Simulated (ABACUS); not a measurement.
Crystal: Pb.

```
Pb
1.0
     0.00000    2.47502    2.47502
     2.47502    0.00000    2.47502
     2.47502    2.47502    0.00000
Pb
1
Direct
  0.00000 0.00000 0.00000
```

Base run:

* Program: ABACUS 3.10.1
* Functional: BLYP
* Potentials or basis: SPMS ONCV 1.0 PBE
* Cutoff: 857 eV
* Density cutoff: 3429 eV
* Basis: plane waves
* k mesh: 7 × 7 × 7
* Occupations: fermi-dirac, width 0.05 eV
* Spin: no spin polarisation

Its results: band gap on the k mesh none (metal or under the smearing width); pressure 5.8 GPa.

Question: After a change of settings the same cell gave: band gap on the k mesh none (metal or under the smearing width); pressure -0.1 GPa. Which change was it?
A. functional from BLYP to PBEsol
B. functional from BLYP to rPW86PBE; potentials or basis from SPMS ONCV 1.0 PBE to SG15 ONCV 1.2 PBE
C. functional from BLYP to PBE; potentials or basis from SPMS ONCV 1.0 PBE to Ansatz NC PBE

Answer: A.

PBEsol binds more tightly than BLYP, so the same cell stands under less pressure.

Caveats: the potentials were made for another functional, which shifts forces and pressure.

Not every run made on this cell is shown here.
